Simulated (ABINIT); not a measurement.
# Ga (P6/mmm) in ABINIT: further runs, part 2 of 2

ABINIT 10.8.3 (patched build).

### 4 Single point, PBE

Input file run.abi:

```
# Pseudopotentials
pp_dirpath "./"
pseudos "Ga_ONCV_PBE-1.2.upf"

# Structure
acell 8.4082796997 8.408294156 5.2254706798
rprim
     1.0000000000     0.0000000000     0.0000000000
    -0.5000002641     0.8660252513     0.0000000000
     0.0000000000     0.0000000000     1.0000000000
ntypat 1
znucl 31
natom 2
typat 1 1
xcart
    -0.0000255807     2.5689195112     1.3826000000
     2.2247555807     1.2844404888     1.3826000000 Angstrom

# Plane-wave basis
ecut 62.0

# k points
kptopt 1
ngkpt 7 7 10
nshiftk 1
shiftk 0.0 0.0 0.0

# Exchange and correlation
ixc 11

# Bands and occupations
nband 17
occopt 3
tsmear 0.05 eV

# SCF cycle
nstep 100
tolvrs 1.0e-10

# Output
iomode 3
prtwf 0
prtden 0
prteig 0
prtebands 0
enunit 1
```

Potentials or basis: SG15 NC PBE v1.2.

Launch:

```bash
$ abinit run.abi > log 2>&1
```

run.abo:

```text
.Version 10.8.3 of ABINIT
 Symmetries : space group Cm m m (# 65); Bravais oC (1-face-center ortho.)
================================================================================
 Values of the parameters that define the memory need of the present run
     intxc =       0    ionmov =       0      iscf =       7    lmnmax =       6
     lnmax =       6     mgfft =      60  mpssoang =       3    mqgrid =    3001
     natom =       2  nloc_mem =       1    nspden =       1   nspinor =       1
    nsppol =       1      nsym =       8    n1xccc =       0    ntypat =       1
    occopt =       3   xclevel =       2
       mpw =        7489          nfft =      144000          nkpt =          96
================================================================================
================================================================================

--------------------------------------------------------------------------------
------------- Echo of variables that govern the present computation ------------
--------------------------------------------------------------------------------
 -outvars: echo values of preprocessed input variables --------
            acell      8.4082869278E+00  8.4082869278E+00  5.2254706798E+00 Bohr
              amu      6.97230000E+01
             ecut      6.20000000E+01 Hartree
           enunit           1
                       outvar_i_n : Printing only first  50 k-points.
              ixc          11
                       outvar_i_n : Printing only first  50 k-points.
         kptrlatt        7    0    0      0    7    0      0    0   10
          kptrlen      5.22547068E+01
            natom           2
            nband          17
            ngfft          60      60      40
             nkpt          96
            nstep         100
             nsym           8
           ntypat           1
                       prtocc : prtvol=0, do not print more k-points.
           occopt           3
           prtden           0
        prtebands           0
           prteig           0
            prtwf           0
            rprim      1.0000000000E+00  1.4889468191E-06  0.0000000000E+00
                      -5.0000155357E-01  8.6602450683E-01  0.0000000000E+00
                       0.0000000000E+00  0.0000000000E+00  1.0000000000E+00
          spgroup          65
           tolvrs      1.00000000E-10
           tsmear      1.83746611E-03 Hartree
            typat      1  1
                       outvars : Printing only first  50 k-points.
           xangst     -2.6855718322E-05  2.5689173028E+00  1.3826000000E+00
                       2.2247568557E+00  1.2844426972E+00  1.3826000000E+00
            xcart     -5.0749952544E-05  4.8545501424E+00  2.6127353417E+00
                       4.2041811540E+00  2.4272449221E+00  2.6127353417E+00
             xred      3.3333000024E-01  6.6667000046E-01  5.0000000034E-01
                       6.6667000047E-01  3.3333000024E-01  5.0000000034E-01
            znucl       31.00000

================================================================================

 chkinp: Checking input parameters for consistency.

================================================================================
== DATASET  1 ==================================================================

--- !DatasetInfo
iteration_state: {dtset: 1, }
dimensions: {natom: 2, nkpt: 96, mband: 17, nsppol: 1, nspinor: 1, nspden: 1, mpw: 7489, }
cutoff_energies: {ecut:  62.0, pawecutdg:  -1.0, }
electrons: {nelect:   2.60000000E+01, charge:   0.00000000E+00, occopt:   3.00000000E+00, tsmear:   1.83746611E-03, }
meta: {optdriver: 0, ionmov: 0, optcell: 0, iscf: 7, paral_kgb: 0, }
...

 Exchange-correlation functional for the present dataset will be:
  GGA: Perdew-Burke-Ernzerhof functional - ixc=11
  J.P.Perdew, K.Burke, M.Ernzerhof, PRL 77, 3865 (1996)

[... 49 lines left out ...]

--- !ResultsGS
iteration_state: {dtset: 1, }
comment   : Summary of ground state results
lattice_vectors:
- [  8.4082869,   0.0000125,   0.0000000, ]
- [ -4.2041565,   7.2817825,   0.0000000, ]
- [  0.0000000,   0.0000000,   5.2254707, ]
lattice_lengths: [   8.40829,    8.40829,    5.22547, ]
lattice_angles: [ 90.000,  90.000, 120.000, ] # degrees, (23, 13, 12)
lattice_volume:   3.1994182E+02
convergence: {deltae: -9.095E-13, res2:  2.044E-12, residm:  9.490E-05, diffor: null, }
etotal    :  -1.31292776E+02
entropy   :   0.00000000E+00
fermie    :   9.90835141E-02
cartesian_stress_tensor: # hartree/bohr^3
- [ -8.13728979E-06,  -3.10614156E-08,   0.00000000E+00, ]
- [ -3.10614156E-08,  -8.17315669E-06,   0.00000000E+00, ]
- [  0.00000000E+00,   0.00000000E+00,   3.85371826E-05, ]
pressure_GPa:  -2.1798E-01
xred      :
- [  3.3333E-01,   6.6667E-01,   5.0000E-01, Ga]
- [  6.6667E-01,   3.3333E-01,   5.0000E-01, Ga]
cartesian_forces: # hartree/bohr
- [  4.30496027E-06,  -2.48546055E-06,  -0.00000000E+00, ]
- [ -4.30496027E-06,   2.48546055E-06,  -0.00000000E+00, ]
force_length_stats: {min:   4.97093523E-06, max:   4.97093523E-06, mean:   4.97093523E-06, }
...

 Integrated electronic density in atomic spheres:
 ------------------------------------------------
 Atom  Sphere_radius  Integrated_density
    1        2.00000         10.80595263
    2        2.00000         10.80595263
================================================================================

 ----iterations are completed or convergence reached----

 Mean square residual over all n,k,spin=   15.217E-08; max=  94.896E-06
 reduced coordinates (array xred) for    2 atoms
       0.333330000241      0.666670000461      0.500000000341
       0.666670000467      0.333330000235      0.500000000341
 rms dE/dt=  2.9555E-05; max dE/dt=  3.6197E-05; dE/dt below (all hartree)
    1      -0.000036197310      0.000036197310      0.000000000000
    2       0.000036197310     -0.000036197310      0.000000000000

 cartesian coordinates (angstrom) at end:
    1     -0.00002685571832     2.56891730280018     1.38260000000000
    2      2.22475685571832     1.28444269719982     1.38260000000000

 cartesian forces (hartree/bohr) at end:
    1      0.00000430496027    -0.00000248546055    -0.00000000000000
    2     -0.00000430496027     0.00000248546055    -0.00000000000000
 frms,max,avg= 2.8699708E-06 4.3049603E-06   0.000E+00  0.000E+00  0.000E+00 h/b

 cartesian forces (eV/Angstrom) at end:
    1      0.00022136995761    -0.00012780752014    -0.00000000000000
    2     -0.00022136995761     0.00012780752014    -0.00000000000000
 frms,max,avg= 1.4757983E-04 2.2136996E-04   0.000E+00  0.000E+00  0.000E+00 e/A
 length scales=  8.408286927831  8.408286927831  5.225470679800 bohr
              =  4.449473821923  4.449473821923  2.765199998116 angstroms
 Fermi (or HOMO) energy (eV) =   2.69620   Average Vxc (eV)=  -9.39121
 Eigenvalues (   eV  ) for nkpt=  96  k points:
 kpt#   1, nband= 17, wtk=  0.00204, kpt=  0.0000  0.0000  0.0000 (reduced coord)
 -12.42303  -12.20279  -12.19114  -12.19112  -12.06622  -12.06620  -12.03894  -12.03892
 -11.92025  -11.92023   -7.31156    1.21875    2.14657    2.14684    5.89391    5.89424
   8.85870
 prteigrs : prtvol=0 or 1, do not print more k-points.

--- !EnergyTerms
iteration_state     : {dtset: 1, }
comment             : Components of total free energy in Hartree
kinetic             :  1.21076110138040E+02
hartree             :  4.82253444253031E+01
xc                  : -1.79976487400101E+01
Ewald energy        : -8.40118255372004E+01
psp_core            :  4.82772856888984E+00
local_psp           : -1.17689007768866E+02
non_local_psp       : -8.57232498075036E+01
internal            : -1.31292548721348E+02
'-kT*entropy'       : -2.26866330485445E-04
total_energy        : -1.31292775587678E+02
total_energy_eV     : -3.57265842782322E+03
band_energy         : -9.23257308503966E+00
...

 Cartesian components of stress tensor (hartree/bohr^3)
  sigma(1 1)= -8.13728979E-06  sigma(3 2)=  0.00000000E+00
  sigma(2 2)= -8.17315669E-06  sigma(3 1)=  0.00000000E+00
  sigma(3 3)=  3.85371826E-05  sigma(2 1)= -3.10614156E-08

-Cartesian components of stress tensor (GPa)         [Pressure= -2.1798E-01 GPa]
- sigma(1 1)= -2.39407331E-01  sigma(3 2)=  0.00000000E+00
- sigma(2 2)= -2.40462572E-01  sigma(3 1)=  0.00000000E+00
- sigma(3 3)=  1.13380306E+00  sigma(2 1)= -9.13858399E-04

== END DATASET(S) ==============================================================
================================================================================

 -outvars: echo values of variables after computation  --------
            acell      8.4082869278E+00  8.4082869278E+00  5.2254706798E+00 Bohr
           etotal     -1.3129277559E+02
            fcart      4.3049602695E-06 -2.4854605488E-06 -0.0000000000E+00
                      -4.3049602695E-06  2.4854605488E-06 -0.0000000000E+00
            rprim      1.0000000000E+00  1.4889468191E-06  0.0000000000E+00
                      -5.0000155357E-01  8.6602450683E-01  0.0000000000E+00
                       0.0000000000E+00  0.0000000000E+00  1.0000000000E+00
           strten     -8.1372897866E-06 -8.1731566919E-06  3.8537182605E-05
                       0.0000000000E+00  0.0000000000E+00 -3.1061415640E-08
           xangst     -2.6855718322E-05  2.5689173028E+00  1.3826000000E+00
                       2.2247568557E+00  1.2844426972E+00  1.3826000000E+00
             xred      3.3333000024E-01  6.6667000046E-01  5.0000000034E-01
                       6.6667000047E-01  3.3333000024E-01  5.0000000034E-01
 Calculation completed.
```

Run time: 6.8 min. Hardware: 1 thread of Arm Neoverse V2, shared host; peak memory 0.28 GiB.

Results:

```yaml
Free_energy: -3572.6584 eV
Pressure: -0.2 GPa
Band_gap_on_the_k_mesh: none (metal or under the smearing width)
Valence_electrons_inside_the_program's_atomic_spheres: Ga 10.81 (radii [1.0584] Å)
```

Levels at points of the mesh, in eV from the Fermi level:
| k point | band 9 | band 10 | band 11 | band 12 | band 13 | band 14 | band 15 | band 16 | band 17 |
| --- | --- | --- | --- | --- | --- | --- | --- | --- | --- |
| (0.00, 0.00, 0.00) | -14.62 | -14.62 | -10.01 | -1.48 | -0.55 | -0.55 | 3.20 | 3.20 | 6.16 |
| (0.00, 0.00, 0.50) | -14.71 | -14.48 | -5.89 | -3.68 | 2.52 | 2.52 | 2.79 | 3.58 | 6.70 |

### 5 Single point, PBE

run.abi: that of step 4 with these lines changed.

```diff
@@ -2,3 +2,3 @@
 pp_dirpath "./"
-pseudos "Ga_ONCV_PBE-1.2.upf"
+pseudos "Ga.upf"
 
@@ -19,3 +19,3 @@
 # Plane-wave basis
-ecut 62.0
+ecut 40.0
```

Potentials or basis: Ansatz NC PBE.

Launch:

```bash
$ abinit run.abi > log 2>&1
```

It took 2.6 min on 1 thread of Arm Neoverse V2, shared host; peak memory 0.16 GiB.

It converged, with:

```yaml
Free_energy: -4161.6115 eV
Pressure: 0.1 GPa
Band_gap_on_the_k_mesh: none (metal or under the smearing width)
Valence_electrons_inside_the_program's_atomic_spheres: Ga 10.81 (radii [1.0584] Å)
```

Stress tensor (GPa, compression positive):
```
 0.57  0.00  0.00
 0.00  0.58  0.00
 0.00  0.00 -0.78
```

Levels at points of the mesh, in eV from the Fermi level:
```
           k point  band 10  band 11  band 12  band 13  band 14  band 15  band 16  band 17
(0.00, 0.00, 0.00)   -14.62   -10.01    -1.48    -0.55    -0.55     3.20     3.20     6.16
(0.00, 0.00, 0.50)   -14.48    -5.89    -3.68     2.52     2.52     2.78     3.57     6.71
```

### 6 Summary

| potentials or basis | cutoff (eV) | gap on the mesh (eV) | pressure (GPa) |
| --- | --- | --- | --- |
| PseudoDojo NC SR PBE v0.5 standard | 1088 | none | 0.1 |
| PseudoDojo NC SR PBE v0.5 stringent | 1551 | none | 0.1 |
| SG15 NC PBE v1.2 | 1687 | none | -0.2 |
| Ansatz NC PBE | 1088 | none | 0.1 |

Alike in all rows: task single point; level PBE; no spin polarisation; cell as given; k mesh 7 × 7 × 10; smearing fermi-dirac 0.05 eV.

Total energies depend on the potentials used, so only differences within one code and one set of settings carry meaning.
